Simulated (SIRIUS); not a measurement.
TiB2:

```xyz
3
Lattice="3.0292 0.0000 0.0000 -1.5146 2.6234 0.0000 0.0000 0.0000 3.2284" Properties=species:S:1:pos:R:3 pbc="T T T"
Ti    0.0000    0.0000    0.0000
B     1.5146    0.8745    1.6142
B     0.0000    1.7489    1.6142
```

Program: SIRIUS 7.10.0. Alike in all runs: task single point; no spin polarisation; cell as given; k mesh 10 × 10 × 8; cutoff (eV) 1152; smearing fermi-dirac 0.05 eV.

Question: Order these runs on this cell by their pressure, lowest first.
A. level PBEsol; potentials or basis PseudoDojo 0.4.1 PBEsol standard (scalar relativistic)
B. level PBE+U; potentials or basis PseudoDojo 0.4.1 PBE standard (scalar relativistic); U Ti d U = 2 eV; form of the Hubbard term simplified (Dudarev); hubbard projectors orthogonalised atomic orbitals; start of the occupations the program's own
C. level PBE; potentials or basis PseudoDojo 0.4.1 PBE standard (scalar relativistic)
D. level PBE+U; potentials or basis PseudoDojo 0.4.1 PBE standard (scalar relativistic); U Ti d U = 6 eV; form of the Hubbard term simplified (Dudarev); hubbard projectors orthogonalised atomic orbitals; start of the occupations the program's own
E. level PBE+U; potentials or basis PseudoDojo 0.4.1 PBE standard (scalar relativistic); U Ti d U = 8 eV; form of the Hubbard term simplified (Dudarev); hubbard projectors orthogonalised atomic orbitals; start of the occupations the program's own

Answer: A (-4.7 GPa), C (0.2 GPa), B (1.9 GPa), D (5.9 GPa), E (8.3 GPa).

Caveats: U without spin polarisation on a metal has little footing (some runs); the U is typed as a test and isn't derived for this compound (some runs).
